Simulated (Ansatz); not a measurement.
CaSe in the rocksalt structure, relaxed with r2SCAN in the PAW code Ansatz. The symmetry is Fm-3m (No. 225, cubic); conventional cell a = 5.935 Å, 26.13 Å³ an atom. Ca is surrounded by 6 Se at 2.97 Å; Se is surrounded by 6 Ca at 2.97 Å.

The axes x, y and z are those of this cell:
```xyz
2
Lattice="0.0000 2.9675 2.9675 2.9675 0.0000 2.9675 2.9675 2.9675 0.0000" Properties=species:S:1:pos:R:3 pbc="T T T"
Ca    0.0000    0.0000    0.0000
Se    2.9675    2.9675    2.9675
```

Unstrained: With PBE the valence top lies at Γ and the conduction bottom at X, 2.057 eV higher; the smallest vertical gap, at X, is 2.980 eV. r2SCAN gives an indirect gap of 2.518 eV, from Γ to X; the least direct gap is 3.458 eV at X. With HSE06 the valence top lies at Γ and the conduction bottom at X, 2.999 eV higher; the smallest vertical gap, at X, is 4.032 eV. Meshes: PBE 8×8×8, r2SCAN 8×8×8, HSE06 6×6×6. Strains are changes of length per length. After each strain the atoms were relaxed again with r2SCAN within the symmetry that the strain leaves, so tilts or polar shifts that break it weren't tested; points keep the names that they have in the unstrained zone. (Simulation; spin polarisation is off.)

(1) One strain changed the r2SCAN stress by xx -3.83, yy -3.83, zz -3.83 GPa (compression positive) and the gap by +0.177 eV (PBE), +0.177 eV (r2SCAN), +0.195 eV (HSE06). Which kind of strain was it, and roughly how large?

(2) One strain changed the r2SCAN stress by xx -0.29, yy -0.29, zz -1.58 GPa (compression positive) and the gap by +0.030 eV (PBE), +0.029 eV (r2SCAN), +0.032 eV (HSE06). Which kind of strain was it, and roughly how large?

(3) For epitaxial -1.5 % in the xy plane, how far does the free direction move, and what happens to the gap?

(4) For epitaxial +3.0 % in the plane normal to [111], how far does the free direction move, and what happens to the gap?

(5) One strain changed the r2SCAN stress by xx +1.38, yy +1.38, zz +0.01 GPa (compression positive) and the gap by -0.043 eV (PBE), -0.045 eV (r2SCAN), -0.046 eV (HSE06). Which kind of strain was it, and roughly how large?

## Answers

(1) Isotropic +3.0 % on every length. The pattern of the stress gives the kind; the size needs the stiffness, so it is an estimate.

(2) Uniaxial +1.5 % along z, other directions held. The pattern of the stress gives the kind; the size needs the stiffness, so it is an estimate.

(3) The normal strain at zero normal stress is +0.51 %, 0.34 of the in-plane strain with the sign turned. PBE: the gap goes from 2.057 to 1.991 eV (-0.066 eV); with r2SCAN the top three valence levels at Γ, degenerate before, become 2+1 from the top over 13 meV. r2SCAN: the gap goes from 2.518 to 2.450 eV (-0.068 eV). HSE06: the gap goes from 2.999 to 2.929 eV (-0.070 eV).

(4) The normal strain at zero normal stress is -2.12 %, 0.71 of the in-plane strain with the sign turned. PBE: the gap goes from 2.057 to 1.953 eV (-0.104 eV); with r2SCAN the top three valence levels at Γ, degenerate before, become 1+2 from the top over 272 meV. r2SCAN: the gap goes from 2.518 to 2.406 eV (-0.112 eV). HSE06: the gap goes from 2.999 to 2.890 eV (-0.109 eV).

(5) Epitaxial -1.0 % in the xy plane, free normal strain +0.34 %. The pattern of the stress gives the kind; the size needs the stiffness, so it is an estimate.

Spin-orbit coupling is left out.

The meshes of the hybrids are coarse, so their gaps aren't converged to the digits shown.

The splittings at Γ are without spin-orbit coupling, which regroups them where it is of like size or larger.
